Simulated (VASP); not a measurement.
Input of a VASP 6.6.1 run:

INCAR

```
SYSTEM = I
PREC = Accurate
ENCUT = 600
EDIFF = 1E-7
ISMEAR = 0
SIGMA = 0.03
LREAL = .False.
LASPH = .True.
NELM = 80
ALGO = Normal
ISIF = 3
LWAVE = .False.
LCHARG = .False.
GGA = PE
IBRION = 2
NSW = 90
EDIFFG = -0.005
PSTRESS = 170.0
KPAR = 2
```

The input KPOINTS:

```
regular mesh
0
Gamma
  8 8 4
  0 0 0
```

The input POSCAR:

```
I                                       
1.0
    3.0126823980     -1.9964006051      0.0000000000
    3.0126823980      1.9964006051      0.0000000000
    0.0000000000      0.0000000000      9.1256156591
  I             
     4
Direct
     0.5678719228041723    0.4321280771958273    0.2631274557383109
     0.4321280771958273    0.5678719228041723    0.7631274557383106
     0.9999142080206593    0.0000857919793406    0.5130625442616891
     0.0000857919793406    0.9999142080206593    0.0130625442616889
```

Potentials or basis: VASP PAW PBE potentials, release 64 (I).

Launch:

```sh
$ cat potpaw_PBE.64/I/POTCAR > POTCAR
$ mpirun -np 2 vasp_std > vasp.out
```

Question: Estimate the band gap on the k mesh.

Answer: 0.11 eV, indirect (least direct gap 0.66 eV).

Step by step:
| step | energy change (eV) | largest force (eV/Å) | pressure (GPa) | volume (Å³) |
| --- | --- | --- | --- | --- |
| 1 | 0.0000 | 0.0088 | 17.02 | 109.77 |
| 2 | -0.0060 | 0.0022 | 16.95 | 109.83 |
| 3 | -0.0028 | 0.0056 | 16.99 | 109.80 |
| 4 | -0.0031 | 0.0052 | 16.99 | 109.80 |
| 5 | -0.0046 | 0.0037 | 16.97 | 109.82 |
| 6 | -0.0034 | 0.0049 | 16.97 | 109.80 |
| 7 | -0.0032 | 0.0052 | 16.98 | 109.80 |
| 8 | -0.0010 | 0.0038 | 17.00 | 109.78 |

Caveat: the cell is relaxed towards a set pressure, so the enthalpy falls and the energy may rise; spin-orbit coupling is left out, which moves the levels of the heavy elements. A k mesh can miss the band edges.
